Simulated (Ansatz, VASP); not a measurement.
# SnO2: VASP beside Ansatz

INCAR

```
ALGO = Normal ; EDIFF = 1E-6
ENCUT = 520 ; GGA = PE
ISIF = 2 ; ISMEAR = -1
LASPH = True ; LCHARG = False
LREAL = False ; LWAVE = False
NBANDS = 35 ; NELM = 80
PREC = Accurate ; SIGMA = 0.03
```

Contents of KPOINTS:

```
k-points
0
Gamma
  4 4 6
```

The input POSCAR:

```
SnO2
1.0
    4.8794705000      0.0000000000      0.0000000000
    0.0000000000      4.8794705000      0.0000000000
    0.0000000000      0.0000000000      3.1864000000
Sn O
2 4
Direct
    0.0000000000      0.0000000000      0.0000000000
    0.5000000000      0.5000000000      0.5000000000
    0.3056200000      0.3056200000      0.0000000000
    0.1943800000      0.8056200000      0.5000000000
    0.6943800000      0.6943800000      0.0000000000
    0.8056200000      0.1943800000      0.5000000000
```

Input for Ansatz:

```yaml
crystal:
  lattice:
    - [4.8794705, 0.0, 0.0]
    - [0.0, 4.8794705, 0.0]
    - [0.0, 0.0, 3.1864]
  atoms:
    - { symbol: Sn, position: [0.0, 0.0, 0.0] }
    - { symbol: Sn, position: [0.5, 0.5, 0.5] }
    - { symbol: O, position: [0.30562, 0.30562, 0.0] }
    - { symbol: O, position: [0.19438, 0.80562, 0.5] }
    - { symbol: O, position: [0.69438, 0.69438, 0.0] }
    - { symbol: O, position: [0.80562, 0.19438, 0.5] }
kpoints:
  mp_grid: { grid: [4, 4, 6] }
  band_path:
    path:
      - [0.0, 0.0, 0.0]
      - [0.0, 0.5, 0.0]
      - [0.5, 0.5, 0.0]
      - [0.0, 0.0, 0.0]
      - [0.0, 0.0, 0.5]
      - [0.0, 0.5, 0.5]
      - [0.5, 0.5, 0.5]
      - [0.0, 0.0, 0.5]
      - [0.0, 0.5, 0.0]
    npoints: 5
scf:
  occupations: { method: fermi_dirac, width: 0.03 }
hamiltonian:
  xc: pbe
  pseudopotentials: { kind: all_electron, lapw: { basis_error: 0.001 } }
output:
  forces: true
  stress: true
  eigenvalues: true
```

Change from the starting cell: equal xx and yy strain of +3 %.

Alike in both runs: task single point; functional PBE; k mesh 4 × 4 × 6; occupations fermi-dirac, width 0.03 eV; no spin polarisation.

|  | VASP | Ansatz |
| --- | --- | --- |
| version | VASP 6.6.1 | Ansatz 0.2.0 |
| potentials or method | VASP PAW PBE potentials, release 64 (Sn_d, O) | all-electron LAPW, scalar-relativistic |
| plane-wave cutoff (eV) | 520 | see its input |

Ansatz gave:

* pressure (GPa): -0.2
* largest component of the traceless stress (GPa): 3.32
* rms of the force components (eV/Å): 0.051

Q: Which values does VASP return?

A: Pressure (GPa): 0.5; largest component of the traceless stress (GPa): 3.55; rms of the force components (eV/Å): 0.039.

Atom by atom the forces differ by 0.012 eV/Å (rms over components). Ansatz ran all-electron here, so the differences hold the error of VASP's frozen core and of both bases.

Caveats: spin-orbit coupling is left out, which moves the levels of the heavy elements.
